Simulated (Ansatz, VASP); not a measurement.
Given: the input of a run of Ansatz 0.2.0 on Mg (Magnesium). 

File input.yaml:

```yaml
crystal:
  lattice:
    - [3.2093, 0.0, 0.0]
    - [-1.60465, 2.7793353284, 0.0]
    - [0.0, 0.0, 5.2103]
  atoms:
    - { symbol: Mg, position: [0.6666666667, 0.3333333333, 0.75] }
    - { symbol: Mg, position: [0.3333333333, 0.6666666667, 0.25] }
kpoints:
  mp_grid: { grid: [10, 10, 5] }
scf:
  occupations: { method: fermi_dirac, width: 0.05 }
hamiltonian:
  xc: pbe
  dispersion: d4
  pseudopotentials: { kind: all_electron, lapw: { basis_error: 0.001 } }
output:
  forces: true
  stress: true
relax:
  f_tol: 0.01
  max_steps: 60
  cell: {}
```

Potentials or basis: all-electron LAPW, scalar-relativistic.

Launch:

```console
$ ansatz run input.yaml --threads 1 --pin off --max-ram 3072MiB --backend cpu --events-out ev --progress --plain --runs-dir out
```

Question: What does the same run look like in VASP 6.6.1? Potentials or basis there: PBE PAW files Mg, 600 eV.

Answer: As run (cutoffs and basis follow the program's own potentials, and thresholds, step limits or extra output files can differ):

File INCAR:

```
PREC = Accurate
ENCUT = 600
EDIFF = 1E-6
ISMEAR = -1
SIGMA = 0.05
LREAL = F
LASPH = T
NELM = 60
ALGO = Fast
ISIF = 3
LWAVE = F
LCHARG = F
GGA = PE
IVDW = 13
IBRION = 2
NSW = 60
EDIFFG = -0.005
```

KPOINTS

```
regular mesh
0
Gamma
  10 10 5
```

Contents of POSCAR:

```
Mg
1.0
    3.2093000000      0.0000000000      0.0000000000
   -1.6046500000      2.7793353284      0.0000000000
    0.0000000000      0.0000000000      5.2103000000
Mg
2
Direct
    0.6666666667      0.3333333333      0.7500000000
    0.3333333333      0.6666666667      0.2500000000
```

Potentials or basis: VASP PAW PBE potentials, release 64 (Mg).

Run with:

```sh
$ cat potpaw_PBE.64/Mg/POTCAR > POTCAR
$ mpirun -np 1 vasp_std > vasp.out
```

Both were run:

|  | Ansatz | VASP |
| --- | --- | --- |
| Relaxed volume | 23.24 Å³/atom | 23.24 Å³/atom |
| Relaxed cell | a = 3.176 Å, b = 3.176 Å, c = 5.320 Å, α = 90.00°, β = 90.00°, γ = 120.00° | a = 3.176 Å, b = 3.176 Å, c = 5.322 Å, α = 90.00°, β = 90.00°, γ = 120.00° |
| Space group after relaxing | P6_3/mmc (No. 194) | P6_3/mmc (No. 194) |
| Pressure after relaxing | 0.0 GPa | 0.0 GPa |

Where Ansatz's input types no cutoff or centring, it takes its own default and a Γ-centred mesh.

Pressure is positive in compression.
